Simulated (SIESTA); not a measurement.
CdS (Greenockite) in SIESTA: convergence with k mesh

CdS (Greenockite):

```
Cd S
1.0
     4.15000    0.00000    0.00000
    -2.07500    3.59401    0.00000
     0.00000    0.00000    6.73700
Cd S
2 2
Direct
  0.65238 0.33483 0.49822
  0.33236 0.66383 0.00239
  0.66257 0.33254 0.87277
  0.33939 0.67049 0.37511
```

The cell isn't the ideal one: atoms moved at random, drawn with an rms of 0.05 Å.

* Program: SIESTA 5.4.2
* Task: single point
* Functional: PBE
* Potentials or basis: PseudoDojo 0.4 standard (PBE files)
* Basis: DZP (energy shift 0.002 Ry)
* Grid cutoff: 800 Ry
* Energy shift: 0.002 Ry
* k mesh: 2 × 2 × 1
* Occupations: fermi-dirac, width 0.05 eV
* Spin: no spin polarisation

These are the settings of the first run; the series varies k mesh, with any setting tied to it.

Hardware: 1 thread of Arm Neoverse V1 (shared host).

Task: The values tried are 2 × 2 × 1, 3 × 3 × 2, 4 × 4 × 2, 5 × 5 × 3, 6 × 6 × 3, 7 × 7 × 4, 9 × 9 × 5, loosest first. From which on does the largest force stay within 0.005 eV/Å of the tightest run that finished?

Result: From 3 × 3 × 2 on.

```
   k mesh  energy less the tightest run, at zero smearing (meV/atom)  pressure (GPa)  largest force (eV/Å)  gap on the mesh (eV)  SCF cycles  CPU time (s)  peak memory (GiB)
2 × 2 × 1                                                     189.19            3.60                 0.490                 1.321           9            38               0.36
3 × 3 × 2                                                      38.30            3.29                 0.462                 1.385           8            36               0.36
4 × 4 × 2                                                       8.21            3.00                 0.464                 1.403          10            42               0.36
5 × 5 × 3                                                       2.21            2.97                 0.466                 1.407          10            43               0.36
6 × 6 × 3                                                       0.85            2.96                 0.466                 1.408          10            43               0.36
7 × 7 × 4                                                       0.17            2.95                 0.466                 1.409          10            45               0.36
9 × 9 × 5                                                       0.00            2.95                 0.466                 1.409          10            51               0.36
```

Against the tightest run, the energy stays within 1 meV/atom from 6 × 6 × 3 on; the pressure stays within 0.1 GPa from 4 × 4 × 2 on; the gap on the mesh stays within 0.01 eV from 4 × 4 × 2 on. Meshes of other sizes hit other points, so gaps and Fermi surfaces needn't settle smoothly. The tightest run that finished is the yardstick and may itself not be fully converged.

Caveat, for the tightest run too: semicore shells carry a single zeta, which can move pressures by several GPa and volumes by a few percent; an odd mesh through Γ misses points on the zone boundary, where band edges often lie; the basis of atomic orbitals isn't converged, which shifts pressures, moduli and gaps.
